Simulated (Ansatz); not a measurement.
# MnF2 (P4_2/mnm) in Ansatz: settings compared, part 2 of 2

Ansatz 0.2.0. The steps go on from the part before.

### 3 Relaxation of cell and atoms, r2SCAN, collinear spin, ferromagnetic start

input.yaml reads:

```yaml
crystal:
  lattice:
    - [4.8738, 0.0, 0.0]
    - [0.0, 4.8738, 0.0]
    - [0.0, 0.0, 3.3107]
  atoms:
    - { symbol: Mn, position: [0.5, 0.5, 0.5], spin: 4.0 }
    - { symbol: Mn, position: [0.0, 0.0, 0.0], spin: 4.0 }
    - { symbol: F, position: [0.8053, 0.1947, 0.5] }
    - { symbol: F, position: [0.6947, 0.6947, 0.0] }
    - { symbol: F, position: [0.1947, 0.8053, 0.5] }
    - { symbol: F, position: [0.3053, 0.3053, 0.0] }
hamiltonian:
  xc: r2scan
  pseudopotentials: { kind: paw }
magnetization:
  spin_polarized: true
kpoints:
  mp_grid: { grid: [6, 6, 8] }
scf:
  occupations: { method: fermi_dirac, width: 0.05 }
output:
  forces: true
  stress: true
  eigenvalues: true
relax:
  f_tol: 0.01
  max_steps: 40
  cell: { stress_tol: 0.05 }
```

Potentials or basis: Ansatz PAW.

Command:

```sh
$ ansatz run input.yaml --threads 2 --pin off --max-ram 5632MiB --backend cpu --events-out ev --progress --plain --runs-dir out
```

The program printed:

```text
Warning: RAYON_NUM_THREADS=2 ignored (pool sized by the plan → 2); use --threads N
Engine: ansatz 0.2.0, x86_64-unknown-linux-gnu
Pseudopotentials: kind: paw
Pseudopotential: Mn, paw, valence charge 15, recommended cutoff 500 eV (meta_gga), Mn.paw.azcp
Pseudopotential: F, paw, valence charge 7, recommended cutoff 500 eV (meta_gga), F.paw.azcp
Functional definition: r2SCAN
  parameter k0 = 0.174
  parameter k1 = 0.065
  parameter a1 = 4.9479
  exchange = r2scan_x(k0 = k0, k1 = k1, a1 = a1)
  correlation = r2scan_c
Crystal: 6 atoms, lattice volume = 78.642 Å³
Basis set: ecut = 500 eV, 1949 PW (Γ), exchange–correlation on 144×144×100 points (64 copies of the dense FFT grid, shifted against one another)
[... 137 lines left out ...]
        0.000000       0.000000       0.031270
  P = ⅓ Tr σ = 0.0006 GPa (0.006 kbar)
--- Band table (eV; the first three rows and the last of 100) ---
  k-point 0 ↑: bands = ["-77.7053", "-77.7049", "-45.2441", "-45.2441", "-45.2002", "-45.2002", "-45.1993", "-45.1975", "-19.0729", "-18.5890", "-18.5323", "-18.5323", "-1.5164", "-0.7374", "-0.1087", "0.0914", "0.0914", "0.5637", "0.5872", "0.5872", "1.4945", "1.8930", "1.8930", "2.1778", "4.2713", "4.3712", "4.3989", "4.4805", "4.4805", "4.9762", "5.1872", "6.1949", "6.1949", "6.7761", "8.5543", "14.0233", "14.0233", "15.4492", "16.9211", "18.7724"]
  k-point 1 ↑: bands = ["-77.7052", "-77.7048", "-45.2436", "-45.2436", "-45.2021", "-45.2005", "-45.2001", "-45.2001", "-19.0375", "-18.5891", "-18.5348", "-18.5348", "-1.4130", "-0.6928", "-0.0136", "0.0175", "0.0175", "0.3885", "0.7174", "0.7174", "1.2018", "1.7798", "1.7798", "2.1227", "4.3529", "4.3885", "4.3936", "4.5373", "4.5373", "5.0843", "5.1408", "6.0690", "6.0690", "6.6803", "8.9830", "14.4049", "14.4049", "15.5208", "17.0000", "18.4210"]
  k-point 2 ↑: bands = ["-77.7048", "-77.7045", "-45.2423", "-45.2423", "-45.2090", "-45.2077", "-45.1998", "-45.1998", "-18.9432", "-18.5973", "-18.5408", "-18.5408", "-1.1391", "-0.5924", "-0.0261", "-0.0261", "0.0188", "0.2586", "0.5923", "0.8837", "0.8837", "1.5145", "1.5145", "1.9364", "4.3916", "4.4370", "4.4955", "4.6769", "4.6769", "5.0106", "5.3228", "5.8110", "5.8110", "6.4075", "10.1031", "15.3649", "15.3649", "15.5307", "17.2491", "17.4434"]
  k-point 49 ↓: bands = ["-71.0963", "-71.0963", "-38.6959", "-38.6959", "-38.6457", "-38.6457", "-38.6231", "-38.6231", "-18.4682", "-18.4682", "-18.3619", "-18.3619", "-0.5621", "-0.5621", "0.0196", "0.0196", "0.8611", "0.8611", "1.1306", "1.1306", "1.9027", "1.9027", "1.9981", "1.9981", "10.3385", "10.3385", "10.3937", "10.3937", "10.6020", "10.6020", "11.2421", "11.2421", "11.6333", "11.6333", "16.1026", "16.1026", "16.6152", "16.6152", "17.1253", "17.1253"]
--- Relaxed structure (3 steps of the walk, 3 accepted, 2 SCFs on fresh bases) ---
  F+E_penalty+E_count = -11052.71522655 eV   max|allowed force component| = 1.679e-3 eV/Å   (the final SCF, on the basis selected at the relaxed cell)
  cell:  # Å, volume = 78.5784 Å³
    - [4.873448130419042, 0.0, 0.0]
    - [0.0, 4.873448130419042, 0.0]
    - [0.0, 0.0, 3.3084954492181726]
  atoms:
    - { symbol: Mn, position: [0.5, 0.5, 0.49999999999999994] }
    - { symbol: Mn, position: [-7.415173461402498e-21, 1.1113870016391934e-35, 0.0] }
    - { symbol: F, position: [0.8049789490485516, 0.1950210509514483, 0.49999999999999994] }
    - { symbol: F, position: [0.6950210509514483, 0.6950210509514483, 0.0] }
    - { symbol: F, position: [0.1950210509514483, 0.8049789490485516, 0.49999999999999994] }
    - { symbol: F, position: [0.3049789490485518, 0.3049789490485518, 0.0] }
```

Run time: 2.1 min. Hardware: 2 threads of Intel Xeon at 2.70GHz, shared host; peak memory 0.75 GiB.

What came out:

| Item | Value |
| --- | --- |
| Free energy | -11052.7152 eV |
| Relaxed volume | 13.10 Å³/atom |
| Relaxed cell | a = 4.873 Å, b = 4.873 Å, c = 3.308 Å, α = 90.00°, β = 90.00°, γ = 90.00° |
| Space group after relaxing (to 0.05 Å) | P4_2/mnm (No. 136) |
| Energy gained by relaxing | 0.0 meV/atom |
| Ionic steps | 5 |
| Pressure after relaxing | 0.0 GPa |
| Band gap on the k mesh | 1.78 eV, direct |
| Net moment | 10.00 μB per cell |
| Absolute moment | 10.00 μB per cell |
| Site moments | Mn +4.25; F +0.09 μB |

Forces in eV/Å, atoms in the order of the input:
```
Mn   0.000  0.000  0.000
Mn   0.000  0.000  0.000
F   -0.002  0.002  0.000
F    0.002  0.002  0.000
F    0.002 -0.002  0.000
F   -0.002 -0.002  0.000
```

Final structure:
```
Mn F
1.0
     4.87345    0.00000    0.00000
     0.00000    4.87345    0.00000
     0.00000    0.00000    3.30850
Mn F
2 4
Cartesian
  2.4367 2.4367 1.6542
  0.0000 0.0000 0.0000
  3.9230 0.9504 1.6542
  3.3871 3.3871 0.0000
  0.9504 3.9230 1.6542
  1.4863 1.4863 0.0000
```

Caveat: the magnetic or orbital state may not be the lowest; the plane-wave basis is chosen anew once the cell has moved, so the energies of steps on either side of that aren't comparable; only a ferromagnetic start was run, and an antiferromagnetic order may lie lower in energy; the PAW data sets come from PBE, with cores solved anew for the run's functional, which leaves a small shift of forces and pressure. A k mesh can miss the band edges.
